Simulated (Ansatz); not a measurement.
# Rh (Fm-3m) in Ansatz: settings compared

Aim: see how the results for Rh move with the level of theory and the settings. Levels: PBEsol, LDA. Tasks: elastic constants, single point, equation of state.

All numbers are computed with Ansatz 0.2.0; they aren't measurements. Logs are shortened: lines on timing, memory, paths and dates and some standing lists are left out, and cuts for length are marked.

**Experimental background.**

From “Thermal equation of state of rhodium characterized by XRD in a resistively heated diamond anvil cell”, 2024, pmc:11535440, for a bulk crystal of Rh: bulk modulus 264 ± 1 GPa.

How close the calculation comes is told below.

## Step 1: The crystal as given

The structure is cubic, space group Fm-3m (No. 225). The conventional cell has a = 3.796 Å, b = 3.796 Å, c = 3.796 Å, α = 90.00°, β = 90.00°, γ = 90.00°. Rh (site symmetry m-3m) is surrounded by 12 Rh at 2.68 Å.

## Step 2: Elastic constants, PBEsol

Input file input.yaml:

```yaml
crystal:
  lattice:
    - [0.0, 1.89785, 1.89785]
    - [1.89785, 0.0, 1.89785]
    - [1.89785, 1.89785, 0.0]
  atoms:
    - { symbol: Rh, position: [0.0, 0.0, 0.0] }
kpoints:
  mp_grid: { grid: [9, 9, 9] }
scf:
  occupations: { method: fermi_dirac, width: 0.05 }
hamiltonian:
  xc: pbesol
  pseudopotentials: { kind: all_electron, lapw: { basis_error: 0.001 } }
output:
  forces: true
  stress: true
elastic:
  mode: clamped_ion
  stencil: two_point
```

Potentials or basis: all-electron LAPW, scalar-relativistic.

On the command line:

```
$ ansatz run input.yaml --threads 1 --pin off --max-ram 3072MiB --backend cpu --events-out ev --progress --plain --runs-dir out
```

Output:

```text
Warning: RAYON_NUM_THREADS=1 ignored (pool sized by the plan → 1); use --threads N
LAPW: plane waves up to 8.830 Å⁻¹, error target 1.0e-3 eV per atom; small_component_spin mean_spin; Rh in spheres of 1.302 Å, 27 of its electrons in bands, Dirac shells [] (how accurate: hamiltonian.pseudopotentials.lapw.basis_error, Limitations)
Engine: ansatz 0.2.0, aarch64-unknown-linux-gnu
Pseudopotentials: kind: all_electron
Pseudopotential: Rh, LAPW, valence charge 27, lapw/all_electron/scalar/gaussian/Rh, Koelling and Harmon's equation, gaussian nucleus
Functional definition: PBEsol
  exchange = pbesol_x
  correlation = pbesol_c
Crystal: 1 atoms, lattice volume = 13.671 Å³
Basis set: ecut = 297.0443014601872 eV, 169 PW (Γ), exchange–correlation at level 2
Bands: 18, of which v1, the nominal top of the filled ones, is band 14 counted from 1 (13 counted from 0)
Symmetry: 48 space group operations
Space group: Fm-3m (ITA 225), of the structure as read, at distance tolerance 2.4e-5 Å
k-points: 35 of 729
Non-local potential: Rh, projectors of the file, none
Initial density: superposition of atomic densities (chi_scale 0.1, normalization cell)
Initial wavefunctions: plane waves of lowest kinetic energy (no species holds an atomic orbital)
Functional: x = pbesol(κ = 0.804, μ = 0.12345679012345678), c = pbesol(β = 0.046)
iter 1 solved again at ethr=6.28e-4 eV; its pass at ethr=1.00e-1 eV (dr2=1.70e-1 eV) is discarded
SCF iter   1: F=—  HF=-130123.726129 eV  |F-HF|=—  |Δ(HF+E_count)|=         —  Δρ=4.83e-2  dr2=1.70e-1  ethr=6.28e-4  ⟨swp⟩=2.7  Hψ=4054  notcnv=0
preconditioner: auto → none  [insulator: Δε(μ)=0.152 eV  Ē_g=13.778 eV  σ=0.050 eV  W_gap=0.60  n_scr=8 (ndim 8)  ℏωp=30.1 eV  f_vac=0.000  D(μ)=0.55/eV (n_scr^D=0)  ε∞_Penn≈5.8]
iter 2 solved again at ethr=9.56e-6 eV; its pass at ethr=6.28e-4 eV (dr2=2.58e-3 eV) is discarded
SCF iter   2: F=—  HF=-130123.234322 eV  |F-HF|=—  |Δ(HF+E_count)|=   4.92e-1  Δρ=4.83e-3  dr2=2.58e-3  ethr=9.56e-6  ⟨swp⟩=2.0  Hψ=3213  notcnv=0
SCF iter   3: F=—  HF=-130123.169661 eV  |F-HF|=—  |Δ(HF+E_count)|=   6.47e-2  Δρ=5.29e-3  dr2=1.67e-3  ethr=9.56e-6  ⟨swp⟩=2.9  Hψ=1950  notcnv=0
SCF iter   4: F=—  HF=-130123.167515 eV  |F-HF|=—  |Δ(HF+E_count)|=         —  Δρ=6.99e-4  dr2=2.66e-5  ethr=6.18e-6  ⟨swp⟩=2.0  Hψ=1748  notcnv=0
the basis was enlarged: its passes take 255.7 KiB over the memory plan, 1 of 1 planned eigensolver slots
SCF iter   5: F=—  HF=-130123.167507 eV  |F-HF|=—  |Δ(HF+E_count)|=   8.07e-6  Δρ=6.13e-5  dr2=1.87e-7  ethr=9.85e-8  ⟨swp⟩=2.0  Hψ=1749  notcnv=0
SCF iter   6: F=—  HF=-130123.167507 eV  |F-HF|=—  |Δ(HF+E_count)|=   2.17e-7  Δρ=5.50e-6  dr2=1.16e-9  ethr=6.94e-10  ⟨swp⟩=2.5  Hψ=1778  notcnv=0
SCF iter   7: F=—  HF=-130123.167507 eV  |F-HF|=—  |Δ(HF+E_count)|=   5.43e-9  Δρ=4.65e-7  dr2=1.76e-11  ethr=4.30e-12  ⟨swp⟩=2.9  Hψ=1824  notcnv=0
SCF iter   8: F=-130123.167507 eV  HF=-130123.167507 eV  |F-HF|=1.16e-10  |Δ(HF+E_count)|=  8.73e-11  Δρ=1.81e-8  dr2=3.34e-14  ethr=3.08e-12 (applied; sched 1.00e-12)  ⟨swp⟩=2.0  Hψ=1748  notcnv=0
SCF 1 converged in 8 iterations: F = -130123.167507 eV  dr2 = 3.34e-14
Crystal: 1 atoms, lattice volume = 13.644 Å³
Basis set: ecut = 297.4410218029122 eV, 169 PW (Γ), exchange–correlation at level 2
Symmetry: 16 space group operations
k-points: 75 of 729
Initial density: handed on by an earlier stage of this run
Initial wavefunctions: plane waves of lowest kinetic energy (no species holds an atomic orbital; no wavefunctions were taken with the density)
iter 1 solved again at ethr=8.13e-9 eV; its pass at ethr=1.00e-1 eV (dr2=2.20e-6 eV) is discarded
SCF iter   1: F=—  HF=-130123.168023 eV  |F-HF|=—  |Δ(HF+E_count)|=         —  Δρ=7.88e-5  dr2=5.85e-7  ethr=8.13e-9  ⟨swp⟩=6.4  Hψ=12343  notcnv=0
preconditioner: auto → none  [metal: Δε(μ)=0.084 eV  Ē_g=14.037 eV  σ=0.050 eV  W_gap=0.35  n_scr=8 (ndim 8)  ℏωp=30.2 eV  f_vac=0.000  D(μ)=1.08/eV (n_scr^D=14)]
SCF iter   2: F=—  HF=-130123.168022 eV  |F-HF|=—  |Δ(HF+E_count)|=   7.93e-7  Δρ=3.13e-5  dr2=7.23e-8  ethr=2.17e-9  ⟨swp⟩=2.0  Hψ=3740  notcnv=0
SCF iter   3: F=—  HF=-130123.168022 eV  |F-HF|=—  |Δ(HF+E_count)|=   3.33e-8  Δρ=1.09e-5  dr2=7.28e-9  ethr=2.68e-10  ⟨swp⟩=2.0  Hψ=3740  notcnv=0
SCF iter   4: F=—  HF=-130123.168022 eV  |F-HF|=—  |Δ(HF+E_count)|=   3.36e-9  Δρ=4.13e-6  dr2=9.26e-10  ethr=2.70e-11  ⟨swp⟩=2.0  Hψ=3740  notcnv=0
iter 5 solved again at ethr=1.00e-12 eV; its pass at ethr=3.43e-12 eV (dr2=7.49e-12 eV) is discarded
SCF iter   5: F=—  HF=-130123.168022 eV  |F-HF|=—  |Δ(HF+E_count)|=   1.05e-9  Δρ=3.52e-7  dr2=7.54e-12  ethr=2.24e-12 (applied; sched 1.00e-12)  ⟨swp⟩=2.0  Hψ=6431  notcnv=0
SCF iter   6: F=-130123.168022 eV  HF=-130123.168022 eV  |F-HF|=1.46e-11  |Δ(HF+E_count)|=  4.37e-11  Δρ=1.15e-8  dr2=6.53e-15  ethr=3.08e-12 (applied; sched 1.00e-12)  ⟨swp⟩=2.0  Hψ=3740  notcnv=0
SCF 2 converged in 6 iterations: F = -130123.168022 eV  dr2 = 6.53e-15
Crystal: 1 atoms, lattice volume = 13.699 Å³
Basis set: ecut = 296.64890131866036 eV, 169 PW (Γ), exchange–correlation at level 2
iter 1 solved again at ethr=7.77e-9 eV; its pass at ethr=1.00e-1 eV (dr2=2.10e-6 eV) is discarded
SCF iter   1: F=—  HF=-130123.166833 eV  |F-HF|=—  |Δ(HF+E_count)|=         —  Δρ=7.88e-5  dr2=5.91e-7  ethr=7.77e-9  ⟨swp⟩=6.3  Hψ=12360  notcnv=0
preconditioner: auto → none  [metal: Δε(μ)=0.086 eV  Ē_g=13.992 eV  σ=0.050 eV  W_gap=0.36  n_scr=8 (ndim 8)  ℏωp=30.1 eV  f_vac=0.000  D(μ)=1.08/eV (n_scr^D=14)]
SCF iter   2: F=—  HF=-130123.166832 eV  |F-HF|=—  |Δ(HF+E_count)|=   7.57e-7  Δρ=3.12e-5  dr2=7.24e-8  ethr=2.19e-9  ⟨swp⟩=2.0  Hψ=3741  notcnv=0
iter 3 solved again at ethr=2.64e-11 eV; its pass at ethr=2.68e-10 eV (dr2=7.12e-9 eV) is discarded
[... 12 lines left out ...]
iter 3 solved again at ethr=8.59e-12 eV; its pass at ethr=8.93e-10 eV (dr2=2.32e-9 eV) is discarded
SCF iter   3: F=—  HF=-130123.167471 eV  |F-HF|=—  |Δ(HF+E_count)|=   1.23e-7  Δρ=4.22e-6  dr2=2.31e-9  ethr=8.59e-12  ⟨swp⟩=2.1  Hψ=10736  notcnv=0
SCF iter   4: F=—  HF=-130123.167471 eV  |F-HF|=—  |Δ(HF+E_count)|=   1.05e-9  Δρ=4.64e-7  dr2=6.59e-12  ethr=8.57e-12  ⟨swp⟩=2.0  Hψ=6234  notcnv=0
SCF iter   5: F=—  HF=-130123.167471 eV  |F-HF|=—  |Δ(HF+E_count)|=  4.37e-11  Δρ=1.88e-7  dr2=2.55e-12  ethr=3.08e-12 (applied; sched 1.00e-12)  ⟨swp⟩=2.0  Hψ=6234  notcnv=0
SCF iter   6: F=-130123.167471 eV  HF=-130123.167471 eV  |F-HF|=1.16e-10  |Δ(HF+E_count)|=  1.31e-10  Δρ=3.01e-8  dr2=3.78e-14  ethr=3.08e-12 (applied; sched 1.00e-12)  ⟨swp⟩=2.0  Hψ=6234  notcnv=0
SCF 4 converged in 6 iterations: F = -130123.167471 eV  dr2 = 3.78e-14
iter 1 solved again at ethr=1.34e-8 eV; its pass at ethr=1.00e-1 eV (dr2=3.62e-6 eV) is discarded
SCF iter   1: F=—  HF=-130123.167471 eV  |F-HF|=—  |Δ(HF+E_count)|=         —  Δρ=1.15e-4  dr2=1.93e-6  ethr=1.34e-8  ⟨swp⟩=6.3  Hψ=20285  notcnv=0
SCF iter   2: F=—  HF=-130123.167471 eV  |F-HF|=—  |Δ(HF+E_count)|=   7.44e-7  Δρ=4.09e-5  dr2=2.41e-7  ethr=7.14e-9  ⟨swp⟩=2.0  Hψ=6234  notcnv=0
iter 3 solved again at ethr=8.63e-12 eV; its pass at ethr=8.92e-10 eV (dr2=2.33e-9 eV) is discarded
SCF iter   3: F=—  HF=-130123.167471 eV  |F-HF|=—  |Δ(HF+E_count)|=   1.23e-7  Δρ=4.23e-6  dr2=2.32e-9  ethr=8.63e-12  ⟨swp⟩=2.1  Hψ=10736  notcnv=0
SCF iter   4: F=—  HF=-130123.167471 eV  |F-HF|=—  |Δ(HF+E_count)|=  8.29e-10  Δρ=4.66e-7  dr2=6.72e-12  ethr=8.61e-12  ⟨swp⟩=2.0  Hψ=6234  notcnv=0
SCF iter   5: F=—  HF=-130123.167471 eV  |F-HF|=—  |Δ(HF+E_count)|=  2.33e-10  Δρ=1.90e-7  dr2=2.60e-12  ethr=3.08e-12 (applied; sched 1.00e-12)  ⟨swp⟩=2.0  Hψ=6234  notcnv=0
SCF iter   6: F=-130123.167471 eV  HF=-130123.167471 eV  |F-HF|=0.00e0  |Δ(HF+E_count)|=  1.46e-11  Δρ=3.00e-8  dr2=3.71e-14  ethr=3.08e-12 (applied; sched 1.00e-12)  ⟨swp⟩=2.0  Hψ=6234  notcnv=0
SCF 5 converged in 6 iterations: F = -130123.167471 eV  dr2 = 3.71e-14
SCF converged after 8 iterations
Free energy (F): -130123.167507 eV
Harris-Foulkes:  -130123.167507 eV  (|F-HF|=1.16e-10)
Internal energy: -130123.158696 eV  (E = F + TS)
E sigma→0 (E₀):  -130123.163102 eV
Entropy (-TS):   -0.008811 eV (-8.811 meV/atom)
Fermi energy:    24.531757 eV
--- Per-component energies (eV) ---
  E_band       = -2771.675827
  E_kinetic    = 135541.350108
  E_xc         = -3715.391390
  E_electrostatic = -261949.117414  (all electrons and nuclei)
  E_smearing   = -0.008811  (= −TS)
  E_closure    = 0.000000  (closes the sum)
  E_atoms      = -130115.028065  (free atoms, spherical and without spin; not in F)
  Σ components = -130123.167507   (vs F -130123.167507, Δ=0.00e0)
  Basis errors (estimates in eV, not in F): energy 2.5e-4 per atom: plane waves 2.1e-4 (1.1e-4 summed), levels above the bands 2.4e-168, relativity 2.5e-8, radial functions 3.7e-5, core shells 8.2e-7; eigenvalues (radial functions only) 6.6e-6; not estimated: angular momenta, meshes, grids; target (lapw.basis_error) 1.0e-3; muffin-tin radii Rh 1.302 Å
--- Forces (eV/Å), atoms counted from 1 ---
  atom   1  Rh    -0.00000000    -0.00000000    -0.00000000
  max |Σ_I F_I| component: 2.47e-31 eV/Å
--- Stress (GPa, compression-positive) ---
       -3.487196       0.000000      -0.000000
        0.000000      -3.487196      -0.000000
       -0.000000      -0.000000      -3.487196
  P = ⅓ Tr σ = -3.4872 GPa (-34.872 kbar)
--- Band table (eV; the first three rows and the last of 35) ---
  k-point 0: bands = ["-272.3840", "-272.3840", "-272.3840", "-272.3614", "-272.3614", "-54.2444", "-21.7172", "-21.7172", "-21.7172", "16.5109", "21.4755", "21.4755", "21.4755", "23.5963", "23.5963", "40.3243", "45.6716", "45.6716"]
  k-point 1: bands = ["-272.3840", "-272.3840", "-272.3840", "-272.3614", "-272.3614", "-54.2309", "-21.8079", "-21.7295", "-21.7295", "16.9954", "21.2767", "21.6545", "21.6545", "23.5071", "23.5071", "40.9973", "43.6397", "46.3880"]
  k-point 2: bands = ["-272.3840", "-272.3840", "-272.3840", "-272.3614", "-272.3614", "-54.1965", "-22.0345", "-21.7605", "-21.7605", "18.0943", "21.1707", "21.8601", "21.8601", "23.6201", "23.6201", "40.4273", "41.9853", "48.2467"]
  k-point 34: bands = ["-272.3840", "-272.3840", "-272.3840", "-272.3614", "-272.3614", "-54.0923", "-22.2590", "-22.1648", "-21.9808", "19.5521", "20.3196", "21.1019", "23.4746", "25.3968", "32.2806", "35.2489", "36.3295", "38.1286"]
--- Elastic constants: 2 strain directions × 2 members + reference (group order 48) ---
  dense FFT box of the reference and of every strained cell: 16×16×16
  strains applied: 11, 23; error gains: componentwise 1.00 (the most a stress slope's error grows in a printed constant), spectral 1.73 (1 for all six strains in a standard setting)
  C = ∂σ_k/∂η_j (tension-positive GPa; Voigt order 11 22 33 23 13 12):
       468.428    182.065    182.065     -0.000     -0.000      0.000
       182.065    468.428    182.065      0.000     -0.000     -0.000
       182.065    182.065    468.428      0.000      0.000     -0.000
        -0.000      0.000      0.000    215.885      0.000     -0.000
        -0.000      0.000      0.000     -0.000    215.885      0.000
         0.000     -0.000     -0.000     -0.000     -0.000    215.885
  reference stress σ⁰ (GPa):      3.487      3.487      3.487      0.000      0.000      0.000
  no Pulay correction (none for the plane-wave cutoff is built on LAPW): the batch's stresses and constants are at fixed plane waves
  C* (energy form; C + prestress term) asymmetry max|C*_kj − C*_jk| = 2.842e-14 GPa — a small one proves nothing (zero by symmetry where the batch's group is 432, −43m or m−3m); a large one is finite-difference/SCF noise where every solve meets its electron count
  moduli (Voigt/Reuss/Hill, GPa): K = 277.52/277.52/277.52   G = 186.80/179.44/183.12   E = 450.32   ν = 0.230
  mechanically stable: yes (min eigenvalue of sym C = 215.88 GPa)
  where every solve meets its electron count the energy-path curvature estimates C_jj along a normal strain and C_jj − ¼(σ⁰_aa + σ⁰_bb) along a shear (ab), closely only under elastic.basis: deformed
  strain η (Voigt 11):  stress-route row diagonal C_11 = 468.43 GPa, energy-path curvature d²(F+E_count)/dδ²/Ω₀ = 468.43 GPa
         δ    σ_11 (GPa)             F (eV)   n_scf  n_hpsi   n_pw
    -2.000e-3       2.5445     -130123.1680220       6   34472    169
     2.000e-3       4.4182     -130123.1668324       6   34495    169
  strain η (Voigt 23):  stress-route row diagonal C_44 = 215.88 GPa, energy-path curvature d²(F+E_count)/dδ²/Ω₀ = 214.15 GPa
         δ    σ_23 (GPa)             F (eV)   n_scf  n_hpsi   n_pw
    -2.000e-3      -0.4318     -130123.1674706       6   57215    169
     2.000e-3       0.4318     -130123.1674706       6   57189    169
```

It took 33 s on 1 thread of Arm Neoverse V1, shared host; peak memory 0.32 GiB.

Results:

```
Free energy                     : -130123.1675 eV
Pressure                        : -3.5 GPa
Band gap on the k mesh          : none (metal or under the smearing width)
Elastic constants C11, C12, C44 : 468, 182, 216 GPa
Voigt bulk modulus              : 278 GPa
```

Levels at points of the mesh, in eV from the Fermi level:
```
           k point  band 10  band 11  band 12  band 13  band 14  band 15  band 16  band 17  band 18
(0.00, 0.00, 0.00)    -8.02    -3.06    -3.06    -3.06    -0.94    -0.94    15.79    21.14    21.14
```

Elastic tensor in Voigt notation (GPa, in the Cartesian axes of the cell as first typed):
```
468 182 182   0   0   0
182 468 182   0   0   0
182 182 468   0   0   0
  0   0   0 216   0   0
  0   0   0   0 216   0
  0   0   0   0   0 216
```

Caveat: the k mesh is thin for a metal, which can move the energy by tens of meV per atom; a metal's response needs a denser mesh; the cell is more than 3 GPa from zero pressure, which shifts response properties; elastic constants of metals need much finer meshes, so these are rough.

[end of part 1 of 2]
